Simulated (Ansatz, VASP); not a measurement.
# Sc in VASP and in Ansatz

```
CELL_PARAMETERS angstrom
0.00000 2.26000 2.26000
2.26000 0.00000 2.26000
2.26000 2.26000 0.00000
ATOMIC_POSITIONS crystal
Sc 0.00000 0.00000 0.00000
```

This isn't the form of Sc at room conditions, which is hcp.

Alike in both runs: task single point; functional PBEsol; k mesh 9 × 9 × 9; occupations fermi-dirac, width 0.05 eV; no spin polarisation.

```csv
,VASP,Ansatz
version,VASP 6.6.1,Ansatz 0.2.0
potentials or method,"VASP PAW PBE potentials, release 64 (Sc_sv)","plane waves, PAW"
plane-wave cutoff (eV),520,500
valence electrons in the cell,11,11
```

|  | VASP | Ansatz | Ansatz less VASP |
| --- | --- | --- | --- |
| pressure (GPa) | 1.2 | 1.2 | -0.01 |

Caveats: the PAW data sets were made with another functional, which shifts forces and pressure a little (VASP).
